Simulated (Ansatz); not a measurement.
# In (I4/mmm) in Ansatz: notebook, part 2 of 2

Ansatz 0.2.0. Earlier steps stand in the parts before.

### Step 3. Relaxation of cell and atoms, RPBE+D3(BJ)

File input.yaml:

```yaml
crystal:
  lattice:
    - [-1.62547, 1.62547, 2.4737]
    - [1.62547, -1.62547, 2.4737]
    - [1.62547, 1.62547, -2.4737]
  atoms:
    - { symbol: In, position: [0.0, 0.0, 0.0] }
hamiltonian:
  xc: rpbe
  pseudopotentials: { kind: paw }
  dispersion: d3bj
kpoints:
  mp_grid: { grid: [11, 11, 11] }
scf:
  occupations: { method: fermi_dirac, width: 0.05 }
output:
  forces: true
  stress: true
  eigenvalues: true
  write_density: true
  write_potential: true
  elf: true
  volumetric_format: npy
relax:
  f_tol: 0.01
  max_steps: 40
  cell: { stress_tol: 0.05 }
```

Potentials or basis: Ansatz PAW.

The run is started by

```sh
$ ansatz run input.yaml --threads 2 --pin off --max-ram 5632MiB --backend cpu --events-out ev --progress --plain --runs-dir out
```

Log:

```text
Warning: RAYON_NUM_THREADS=2 ignored (pool sized by the plan → 2); use --threads N
Engine: ansatz 0.2.0, aarch64-unknown-linux-gnu
Pseudopotentials: kind: paw
Pseudopotential: In, paw, valence charge 13, recommended cutoff 420 eV (normal), In.paw.azcp
Functional definition: RPBE
  parameter kappa = 0.804
  parameter beta = 0.06672455060314922
  exchange = rpbe_x(kappa = kappa, mu = beta*pi^2/3)
  correlation = pbe_c(beta = beta)
Crystal: 1 atoms, lattice volume = 26.144 Å³
Basis set: ecut = 420 eV, 533 PW (Γ), exchange–correlation on 48×48×48 points (8 copies of the dense FFT grid, shifted against one another)
Bands: 11, of which v1, the nominal top of the filled ones, is band 7 counted from 1 (6 counted from 0)
Symmetry: 16 space group operations
Space group: I4/mmm (ITA 139), of the structure as read, at distance tolerance 3.0e-5 Å
k-points: 126 of 1331
Non-local potential: In, projectors of the file, l = 0: 2, l = 1: 2, l = 2: 2, l = 3: 2
PAW form: soft (Blöchl's): semilocal exchange-correlation on the pseudo side does not see the compensation charge
PAW frozen core: In, regenerated for the run's functional, and the local potential with it (the file was generated under x = pbe(κ = 0.804, μ = 0.2195149727645171), c = pbe(β = 0.06672455060314922))
PAW one-centre angular grid: In, 590 points (default); XC on 64 Gauss nodes
Initial density: superposition of atomic densities (neutral atoms: chi_scale 0, normalization atom), corrected by the library's trained network
Initial wavefunctions: pseudopotential atomic-orbital guess
Functional: x = rpbe, c = pbe(β = 0.06672455060314922)
SCF iter   1: F=—  HF=-5608.309582 eV  |F-HF|=—  |Δ(HF+E_count)|=         —  Δρ=3.78e-3  dr2=1.90e-3  ethr=1.77e-3  ⟨swp⟩=5.3  Hψ=8252  notcnv=0
preconditioner: auto → none  [metal: Δε(μ)=0.045 eV  Ē_g=19.807 eV  σ=0.050 eV  W_gap=0.22  n_scr=8 (ndim 8)  ℏωp=26.2 eV  f_vac=0.000  D(μ)=0.46/eV (n_scr^D=0)  sad-step TF]
SCF iter   2: F=—  HF=-5608.308977 eV  |F-HF|=—  |Δ(HF+E_count)|=   6.05e-4  Δρ=1.67e-3  dr2=3.97e-4  ethr=1.46e-5  ⟨swp⟩=2.1  Hψ=3093  notcnv=0
SCF iter   3: F=—  HF=-5608.309034 eV  |F-HF|=—  |Δ(HF+E_count)|=   5.72e-5  Δρ=4.75e-4  dr2=3.39e-5  ethr=3.05e-6  ⟨swp⟩=1.0  Hψ=1341  notcnv=0
SCF iter   4: F=—  HF=-5608.309034 eV  |F-HF|=—  |Δ(HF+E_count)|=   4.21e-7  Δρ=4.80e-5  dr2=2.83e-7  ethr=2.61e-7  ⟨swp⟩=2.2  Hψ=2049  notcnv=0
iter 5 did not close the SCF: its close was put off for the readings that it lacked (scf_convergence_deferred on its scf_iter line)
SCF iter   5: F=-5608.309034 eV  HF=-5608.309034 eV  |F-HF|=1.21e-8  |Δ(HF+E_count)|=   5.25e-7  Δρ=1.15e-5  dr2=1.67e-8  ethr=2.18e-9  ⟨swp⟩=2.0  Hψ=1546  notcnv=0
SCF iter   6: F=-5608.309034 eV  HF=-5608.309034 eV  |F-HF|=1.13e-10  |Δ(HF+E_count)|=   3.74e-9  Δρ=1.57e-6  dr2=2.29e-10  ethr=1.29e-10  ⟨swp⟩=6.1  Hψ=7379  notcnv=0
SCF 1 converged in 6 iterations: F = -5608.309034 eV  dr2 = 2.29e-10
relax step   1: F+E_penalty+E_count = -5608.30903443 eV  Δ(F+E_penalty+E_count) = +0.000e0 eV  max|allowed force component| = 0.000e0 eV/Å  Δτ_max = 0.0000 Å  P = -14.700 GPa  Ω = 26.144 Å³  (6 SCF iters, dr2 threshold 1.00e-7 eV, accepted)
Crystal: 1 atoms, lattice volume = 22.698 Å³
[... 115 lines left out ...]
SCF converged after 5 iterations
Free energy (F): -5608.681293 eV
Harris-Foulkes:  -5608.681293 eV  (|F-HF|=8.19e-12)
Internal energy: -5608.679110 eV  (E = F + TS)
E sigma→0 (E₀):  -5608.680202 eV
Entropy (-TS):   -0.002183 eV (-2.183 meV/atom)
Fermi energy:    14.722491 eV
--- Per-component energies (eV) ---
  E_band       = 27.433228
  E_kinetic    = 245.406258
  E_local      = -909.584480  (includes V_loc(G=0)·N_el)
  E_nonlocal   = 366.244623
  E_hartree    = 363.680235
  E_xc         = -218.060646
  E_vxc        = -101.900481  (∫ρ·V_xc dr)
  E_paw        = -4161.119778  (= ΣΔE_a)
  E_vpaw       = -300.093195  (= ΣTr[D̂ρ^β])
  E_aug_tail   = 0.000025  (compensation charges beyond the density's cutoff)
  E_ewald      = -1292.398897
  E_disp       = -2.913806  (pairwise vdW)
  E_core_change = 0.067356  (= ΣΔE_core)
  E_smearing   = -0.002183  (= −TS)
  E_closure    = -0.000000  (closes the sum)
  Σ components = -5608.681293   (vs F -5608.681293, Δ=0.00e0)
--- Forces (eV/Å), atoms counted from 1 ---
  atom   1  In    -0.00000000     0.00000000     0.00000000
  max |Σ_I F_I| component: 1.97e-31 eV/Å
--- Stress (GPa, compression-positive) ---
       -0.023980       0.000000      -0.000000
        0.000000      -0.023980      -0.000000
        0.000000       0.000000      -0.035514
  P = ⅓ Tr σ = -0.0278 GPa (-0.278 kbar)
--- Band table (eV; the first three rows and the last of 126) ---
  k-point 0: bands = ["-0.5479", "-0.5479", "-0.3941", "-0.2387", "-0.0862", "3.0183", "26.5417", "27.6379", "27.6964", "27.6964", "31.0312"]
  k-point 1: bands = ["-0.5817", "-0.4898", "-0.3549", "-0.2597", "-0.0839", "3.3035", "26.0388", "26.1153", "26.1722", "26.9656", "30.2712"]
  k-point 2: bands = ["-0.6716", "-0.3580", "-0.3296", "-0.2467", "-0.0513", "4.1768", "23.8345", "23.9278", "25.1677", "25.5727", "25.9698"]
  k-point 125: bands = ["-0.8943", "-0.8009", "0.0937", "0.1827", "0.2105", "12.2568", "14.2005", "17.2190", "18.7511", "22.8505", "24.3767"]
--- Relaxed structure (12 steps of the walk, 11 accepted, 1 SCFs on fresh bases) ---
  F+E_penalty+E_count = -5608.68129297 eV   max|allowed force component| = 0.000e0 eV/Å   (the final SCF, on the basis selected at the relaxed cell)
  cell:  # Å, volume = 20.1049 Å³
    - [-1.5591754293584028, 1.5591754293584028, 2.0675267796615517]
    - [1.5591754293584028, -1.5591754293584028, 2.0675267796615517]
    - [1.5591754293584028, 1.5591754293584028, -2.0675267796615517]
  atoms:
    - { symbol: In, position: [0.0, 0.0, 0.0] }
```

rho_z.tsv:

```text
# z_ang	rho[e/angstrom^3]
# format = ansatz-planar-average/11
# lattice	-1.559175429	1.559175429	2.067526780
# lattice	1.559175429	-1.559175429	2.067526780
# lattice	1.559175429	1.559175429	-2.067526780
# sites	1
# site	49	0.000000000	0.000000000	0.000000000
0.000000	1.305795e0
0.125946	1.269245e0
0.251892	1.167082e0
0.377838	1.018883e0
0.503784	8.495468e-1
0.629729	6.824017e-1
[... 16 lines left out ...]
2.770810	1.167082e0
2.896755	1.269245e0
```

v_z.tsv:

```text
# z_ang	v_es[eV]	v_tot[eV]
# format = ansatz-planar-average/11
# xc	rpbe
# density_cutoff_ev	1680
# datasets	In=:simpson_from_first_knot:soft:shift=387462
# lattice	-1.559175429	1.559175429	2.067526780
# lattice	1.559175429	-1.559175429	2.067526780
# lattice	1.559175429	1.559175429	-2.067526780
# sites	1
# site	49	0.000000000	0.000000000	0.000000000
0.000000	1.677428e0	-1.188065e1
0.125946	1.803314e0	-1.169223e1
0.251892	2.186055e0	-1.112369e1
0.377838	2.834588e0	-1.017025e1
0.503784	3.748294e0	-8.841791e0
0.629729	4.903237e0	-7.182512e0
[... 16 lines left out ...]
2.770810	2.186055e0	-1.112369e1
2.896755	1.803314e0	-1.169223e1
```

Run time: 26 s. Hardware: 2 threads of Arm Neoverse N1, shared host; peak memory 0.34 GiB.

What came out:

| Property | Result |
| --- | --- |
| Free energy | -5608.6813 eV |
| Relaxed volume | 20.10 Å³/atom |
| Relaxed cell | a = 3.023 Å, b = 3.023 Å, c = 3.023 Å, α = 117.90°, β = 117.90°, γ = 93.69° |
| Space group after relaxing (to 0.05 Å) | I4/mmm (No. 139) |
| Energy gained by relaxing | 372.3 meV/atom |
| Ionic steps | 12 |
| Pressure after relaxing | 0.0 GPa |
| Band gap on the k mesh | none (metal or under the smearing width) |

The path:
```tsv
step	energy change (eV)	largest force (eV/Å)	volume (Å³)
1	0.0000	0.0000	26.14
2	-0.2746	0.0000	22.70
3	-0.3649	0.0000	20.10
4	-0.3655	0.0000	20.14
5	-0.3656	0.0000	20.16
6	-0.3658	0.0000	20.15
7	-0.3664	0.0000	20.14
8	-0.3708	0.0000	20.07
9	-0.3725	0.0000	20.17
10	-0.3737	0.0000	20.11
11	-0.3737	0.0000	20.10
12	-0.3723	0.0000	20.10
```

Final structure:
```
CELL_PARAMETERS angstrom
-1.55918 1.55918 2.06753
1.55918 -1.55918 2.06753
1.55918 1.55918 -2.06753
ATOMIC_POSITIONS crystal
In 0.00000 0.00000 0.00000
```

Levels at points of the mesh, in eV from the Fermi level:
```tsv
k point	band 4	band 5	band 6	band 7	band 8	band 9
(0.00, 0.00, 0.00)	-14.96	-14.81	-11.70	11.82	12.92	12.97
```

Caveat: the volume moved by over 15 % at a fixed basis, so the end points are rough; the plane-wave basis is chosen anew once the cell has moved, so the energies of steps on either side of that aren't comparable; the volume moved by -23 % from the deposited cell, more than functionals usually miss; pairwise dispersion overbinds metals, which lowers pressure and volume; the PAW data sets come from PBE, with cores solved anew for the run's functional, which leaves a small shift of forces and pressure.

### Step 4. Relaxation of cell and atoms, RPBE+D4

input.yaml: that of step 3 with these lines changed.

```diff
@@ -10,3 +10,3 @@
   pseudopotentials: { kind: paw }
-  dispersion: d3bj
+  dispersion: d4
 kpoints:
```

Potentials or basis: Ansatz PAW.

The run is started by

```sh
$ ansatz run input.yaml --threads 2 --pin off --max-ram 5632MiB --backend cpu --events-out ev --progress --plain --runs-dir out
```

Log:

```text
Warning: RAYON_NUM_THREADS=2 ignored (pool sized by the plan → 2); use --threads N
Engine: ansatz 0.2.0, aarch64-unknown-linux-gnu
Pseudopotentials: kind: paw
Pseudopotential: In, paw, valence charge 13, recommended cutoff 420 eV (normal), In.paw.azcp
Functional definition: RPBE
  parameter kappa = 0.804
  parameter beta = 0.06672455060314922
  exchange = rpbe_x(kappa = kappa, mu = beta*pi^2/3)
  correlation = pbe_c(beta = beta)
Crystal: 1 atoms, lattice volume = 26.144 Å³
Basis set: ecut = 420 eV, 533 PW (Γ), exchange–correlation on 48×48×48 points (8 copies of the dense FFT grid, shifted against one another)
Bands: 11, of which v1, the nominal top of the filled ones, is band 7 counted from 1 (6 counted from 0)
Symmetry: 16 space group operations
Space group: I4/mmm (ITA 139), of the structure as read, at distance tolerance 3.0e-5 Å
k-points: 126 of 1331
[... 83 lines left out ...]
  E_ewald      = -1182.857465
  E_disp       = -0.612852  (pairwise vdW)
  E_core_change = 0.067356  (= ΣΔE_core)
  E_smearing   = -0.005226  (= −TS)
  E_closure    = 0.000000  (closes the sum)
  Σ components = -5606.858961   (vs F -5606.858961, Δ=0.00e0)
--- Forces (eV/Å), atoms counted from 1 ---
  atom   1  In     0.00000000     0.00000000    -0.00000000
  max |Σ_I F_I| component: 1.97e-31 eV/Å
--- Stress (GPa, compression-positive) ---
       -0.014963       0.000000       0.000000
        0.000000      -0.014963       0.000000
        0.000000       0.000000      -0.012209
  P = ⅓ Tr σ = -0.0140 GPa (-0.140 kbar)
--- Band table (eV; the first three rows and the last of 126) ---
  k-point 0: bands = ["-4.3407", "-4.3407", "-4.3242", "-4.1756", "-4.1581", "0.8418", "20.9408", "20.9755", "20.9755", "21.8089", "24.2758"]
  k-point 1: bands = ["-4.3575", "-4.3132", "-4.2989", "-4.1900", "-4.1504", "1.0808", "19.6707", "19.7064", "20.1810", "20.9442", "24.5184"]
  k-point 2: bands = ["-4.4024", "-4.2416", "-4.2377", "-4.2296", "-4.1223", "1.8045", "17.8025", "17.8463", "18.4946", "19.7684", "21.0544"]
  k-point 125: bands = ["-4.5263", "-4.4441", "-4.0371", "-3.9918", "-3.9789", "8.3836", "8.5126", "13.0735", "14.4358", "17.7328", "19.1072"]
--- Relaxed structure (5 steps of the walk, 5 accepted, 1 SCFs on fresh bases) ---
  F+E_penalty+E_count = -5606.85896085 eV   max|allowed force component| = 0.000e0 eV/Å   (the final SCF, on the basis selected at the relaxed cell)
  cell:  # Å, volume = 26.2267 Å³
    - [-1.674668981657705, 1.674668981657705, 2.337900781247271]
    - [1.674668981657705, -1.674668981657705, 2.337900781247271]
    - [1.674668981657705, 1.674668981657705, -2.337900781247271]
  atoms:
    - { symbol: In, position: [0.0, 0.0, 0.0] }
```

rho_z.tsv:

```text
# z_ang	rho[e/angstrom^3]
# format = ansatz-planar-average/11
# lattice	-1.674668982	1.674668982	2.337900781
# lattice	1.674668982	-1.674668982	2.337900781
# lattice	1.674668982	1.674668982	-2.337900781
# sites	1
# site	49	0.000000000	0.000000000	0.000000000
0.000000	1.071626e0
0.138662	1.036865e0
0.277324	9.407306e-1
0.415986	8.040601e-1
0.554647	6.522165e-1
0.693309	5.074937e-1
[... 16 lines left out ...]
3.050560	9.407306e-1
3.189222	1.036865e0
```

v_z.tsv:

```text
# z_ang	v_es[eV]	v_tot[eV]
# format = ansatz-planar-average/11
# xc	rpbe
# density_cutoff_ev	1680
# datasets	In=:simpson_from_first_knot:soft:shift=387462
# lattice	-1.674668982	1.674668982	2.337900781
# lattice	1.674668982	-1.674668982	2.337900781
# lattice	1.674668982	1.674668982	-2.337900781
# sites	1
# site	49	0.000000000	0.000000000	0.000000000
0.000000	4.413796e-1	-1.166741e1
0.138662	5.641695e-1	-1.148275e1
0.277324	9.380406e-1	-1.092517e1
0.415986	1.572274e0	-9.989781e0
0.554647	2.463424e0	-8.690473e0
0.693309	3.581319e0	-7.080024e0
[... 16 lines left out ...]
3.050560	9.380406e-1	-1.092517e1
3.189222	5.641695e-1	-1.148275e1
```

Wall time 13 s (2 threads of Arm Neoverse N1, shared host); peak memory 0.33 GiB.

What came out:

| Property | Result |
| --- | --- |
| Free energy | -5606.8590 eV |
| Relaxed volume | 26.23 Å³/atom |
| Relaxed cell | a = 3.328 Å, b = 3.328 Å, c = 3.328 Å, α = 119.57°, β = 119.57°, γ = 90.74° |
| Space group after relaxing (to 0.05 Å) | I4/mmm (No. 139) |
| Energy gained by relaxing | 1.6 meV/atom |
| Ionic steps | 6 |
| Pressure after relaxing | 0.0 GPa |
| Band gap on the k mesh | none (metal or under the smearing width) |

The path:
```csv
step,energy change (eV),largest force (eV/Å),volume (Å³)
1,0.0000,0.0000,26.14
2,-0.0005,0.0000,26.25
3,-0.0013,0.0000,26.43
4,-0.0015,0.0000,26.31
5,-0.0016,0.0000,26.23
6,-0.0016,0.0000,26.23
```

Final structure:
```cif
data_structure
_symmetry_space_group_name_H-M 'P 1'
_symmetry_Int_Tables_number 1
_cell_length_a 3.3279
_cell_length_b 3.3279
_cell_length_c 3.3279
_cell_angle_alpha 119.573
_cell_angle_beta 119.573
_cell_angle_gamma 90.741
_cell_volume 26.23
loop_
_atom_site_label
_atom_site_type_symbol
_atom_site_fract_x
_atom_site_fract_y
_atom_site_fract_z
_atom_site_occupancy
In1 In 0.00000 0.00000 0.00000 1
```

Levels at points of the mesh, in eV from the Fermi level:
```tsv
k point	band 4	band 5	band 6	band 7	band 8	band 9
(0.00, 0.00, 0.00)	-14.57	-14.55	-9.55	10.55	10.58	10.58
```

Caveat: the plane-wave basis is chosen anew once the cell has moved, so the energies of steps on either side of that aren't comparable; pairwise dispersion overbinds metals, which lowers pressure and volume; the PAW data sets come from PBE, with cores solved anew for the run's functional, which leaves a small shift of forces and pressure. Zero-point motion and thermal expansion aren't in these numbers.

### Step 5. Relaxation of cell and atoms, revPBE+D3(BJ)

input.yaml: that of step 4 with these lines changed.

```diff
@@ -8,5 +8,5 @@
 hamiltonian:
-  xc: rpbe
+  xc: revpbe
   pseudopotentials: { kind: paw }
-  dispersion: d4
+  dispersion: d3bj
 kpoints:
```

The run is started by

```sh
$ ansatz run input.yaml --threads 2 --pin off --max-ram 5632MiB --backend cpu --events-out ev --progress --plain --runs-dir out
```

It took 14 s on 2 threads of Arm Neoverse N1, shared host; peak memory 0.33 GiB.

The run converged. Its results:

```yaml
Free_energy: -5604.4366 eV
Relaxed_volume: 25.68 Å³/atom
Relaxed_cell: a = 3.333 Å, b = 3.333 Å, c = 3.333 Å, α = 121.22°, β = 121.22°, γ = 87.91°
Space_group_after_relaxing_to_0.05_Å: I4/mmm (No. 139)
Energy_gained_by_relaxing: 3.2 meV/atom
Ionic_steps: 6
Pressure_after_relaxing: 0.0 GPa
Band_gap_on_the_k_mesh: none (metal or under the smearing width)
```

The path:
```csv
step,energy change (eV),largest force (eV/Å),volume (Å³)
1,0.0000,0.0000,26.14
2,-0.0015,0.0000,25.78
3,-0.0030,0.0000,25.40
4,-0.0033,0.0000,25.61
5,-0.0033,0.0000,25.68
6,-0.0032,0.0000,25.68
```

Final structure:
```
CELL_PARAMETERS angstrom
-1.63567 1.63567 2.39924
1.63567 -1.63567 2.39924
1.63567 1.63567 -2.39924
ATOMIC_POSITIONS crystal
In 0.00000 0.00000 0.00000
```

Levels at points of the mesh, in eV from the Fermi level:
| k point | band 2 | band 3 | band 4 | band 5 | band 6 | band 7 | band 8 | band 9 | band 10 | band 11 |
| --- | --- | --- | --- | --- | --- | --- | --- | --- | --- | --- |
| (0.00, 0.00, 0.00) | -14.71 | -14.71 | -14.57 | -14.52 | -9.69 | 10.73 | 10.73 | 10.83 | 11.50 | 14.06 |

Caveat: the plane-wave basis is chosen anew once the cell has moved, so the energies of steps on either side of that aren't comparable; pairwise dispersion overbinds metals, which lowers pressure and volume; the PAW data sets come from PBE, with cores solved anew for the run's functional, which leaves a small shift of forces and pressure.

### Step 6. The runs side by side

```csv
level,gap on the mesh (eV),pressure (GPa),relaxed volume (Å³/atom)
PBEsol+D4,none,0.0,24.82
RPBE+D3(BJ),none,0.0,20.10
RPBE+D4,none,0.0,26.23
revPBE+D3(BJ),none,0.0,25.68
```

Alike in all rows: task relaxation of cell and atoms; potentials or basis Ansatz PAW; no spin polarisation; cell relaxed; k mesh 11 × 11 × 11; cutoff (eV) 420; smearing fermi-dirac 0.05 eV.

Caveats: the plane-wave basis is chosen anew once the cell has moved, so the energies of steps on either side of that aren't comparable; pairwise dispersion overbinds metals, which lowers pressure and volume; the PAW data sets come from PBE, with cores solved anew for the run's functional, which leaves a small shift of forces and pressure; the volume moved by over 15 % at a fixed basis, so the end points are rough (some runs); the volume moved by -23 % from the deposited cell, more than functionals usually miss (some runs).

Total energies depend on the potentials used, so only differences within one code and one set of settings carry meaning.
